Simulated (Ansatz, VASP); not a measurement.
## Two plane-wave programs on Ag

File INCAR:

```
SYSTEM = Ag
  PREC = Accurate
  ENCUT = 520
  EDIFF = 1E-7
  ISMEAR = 0
  SIGMA = 0.1
  LREAL = .FALSE.
  LASPH = .TRUE.
  NELM = 100
  ALGO = Fast
  ISIF = 2
  LWAVE = .FALSE.
  LCHARG = .TRUE.
  GGA = PS
  LELF = .TRUE.
  LVHAR = .TRUE.
  NBANDS = 30
```

KPOINTS

```
regular mesh
0
G
  18 18 4
  0 0 0
```

POSCAR

```
Ag
1.0
    2.8438295086      0.0000000000      0.0000000000
   -1.4219147543      2.4628285986      0.0000000000
    0.0000000000      0.0000000000     10.4532000000
Ag
4
Direct
    0.3333333333      0.6666666667      0.2500000000
    0.6666666667      0.3333333333      0.7500000000
    0.0000000000      0.0000000000     -0.0084852814
    0.0000000000      0.0000000000      0.5084852814
```

Input for Ansatz:

```yaml
crystal:
  lattice:
    - [2.8438295086, 0.0, 0.0]
    - [-1.4219147543, 2.4628285986, 0.0]
    - [0.0, 0.0, 10.4532]
  atoms:
    - { symbol: Ag, position: [0.3333333333, 0.6666666667, 0.25] }
    - { symbol: Ag, position: [0.6666666667, 0.3333333333, 0.75] }
    - { symbol: Ag, position: [0.0, 0.0, -0.0084852814] }
    - { symbol: Ag, position: [0.0, 0.0, 0.5084852814] }
basis:
  ecutwfc: 420
kpoints:
  mp_grid: { grid: [18, 18, 4] }
hamiltonian:
  xc: pbesol
scf:
  occupations: { method: gaussian, width: 0.1 }
output:
  forces: true
  stress: true
  eigenvalues: true
```

Alike in both runs: task single point; functional PBEsol; k mesh 18 × 18 × 4; occupations gaussian, width 0.1 eV; no spin polarisation.

|  | VASP | Ansatz |
| --- | --- | --- |
| version | VASP 6.6.1 | Ansatz 0.2.0 |
| potentials or method | VASP PAW PBE potentials, release 64 (Ag) | scalar-relativistic, plane waves, PAW |
| plane-wave cutoff (eV) | 520 | 420 |
| valence electrons in the cell | 44 | 76 |

Ansatz gave:

| Property | Result |
| --- | --- |
| gap on the k mesh at the Fermi level (eV) | none |
| pressure (GPa) | -6.6 |
| largest component of the traceless stress (GPa) | 5.53 |
| rms of the force components (eV/Å) | 0.068 |

Problem. What did VASP give for the same quantities?

Solution. gap on the k mesh at the Fermi level (eV): none; pressure (GPa): -6.7; largest component of the traceless stress (GPa): 5.49; rms of the force components (eV/Å): 0.067.

Atom by atom the forces differ by 0.001 eV/Å (rms over components). A gap of «none» marks a metal or a gap that the smearing closes. The two sets of potentials don't hold the same shells in valence.

Caveats: the PAW data sets were made with another functional, which shifts forces and pressure a little (VASP).
